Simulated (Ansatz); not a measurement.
Bi under changes of volume

One of the cells (34.026 Å³/atom); the others are scaled copies at fixed shape and fractional positions:

```
CELL_PARAMETERS angstrom
3.48860 -3.13258 0.00000
3.48860 3.13258 0.00000
-1.26023 0.00000 3.11355
ATOMIC_POSITIONS crystal
Bi 0.75306 0.75306 0.85738
Bi 0.24694 0.24694 0.14262
```

This isn't the form of Bi at room conditions, which is rhombohedral.

| Item | Value |
| --- | --- |
| Program | Ansatz 0.2.0 |
| Functional | r2SCAN |
| Potentials or basis | Ansatz PAW |
| Cutoff | 500 eV (not typed: the program's choice for these potentials) |
| k mesh | 6 × 6 × 9 |
| Occupations | fermi-dirac, width 0.05 eV |
| Spin | no spin polarisation |

| volume (Å³/atom) | energy over the lowest point (meV/atom) | pressure (GPa) | largest force (eV/Å) |
| --- | --- | --- | --- |
| 31.984 | 11.73 | 2.7 | 0.053 |
| 32.665 | 3.26 | 1.4 | 0.086 |
| 33.345 | 0.00 | 0.2 | 0.118 |
| 34.026 | 1.39 | -0.8 | 0.147 |
| 34.706 | ? | ? | ? |
| 35.387 | 16.14 | -2.6 | 0.200 |
| 36.067 | 28.66 | -3.3 | 0.225 |

Q: What does the run at 34.706 Å³/atom give?

A: Energy over the lowest point 6.91 meV/atom; pressure -1.7 GPa; largest force 0.175 eV/Å.

Worked out: A Birch-Murnaghan fit of order 3 (a polynomial in V^(-2/3)) to the other rows has its minimum at 33.47 Å³/atom with B0 = V·E''(V) = 53 GPa and B' = 4.6 at fixed shape and positions, which overstates the stiffness. It gives 6.91 meV/atom at 34.706 Å³/atom, against the run's 6.91, and -dE/dV = -1.8 GPa, against -1.7.

Energies are extrapolated to zero smearing.

Caveats: the PAW data sets come from PBE, with cores solved anew for the run's functional, which leaves a small shift of forces and pressure.
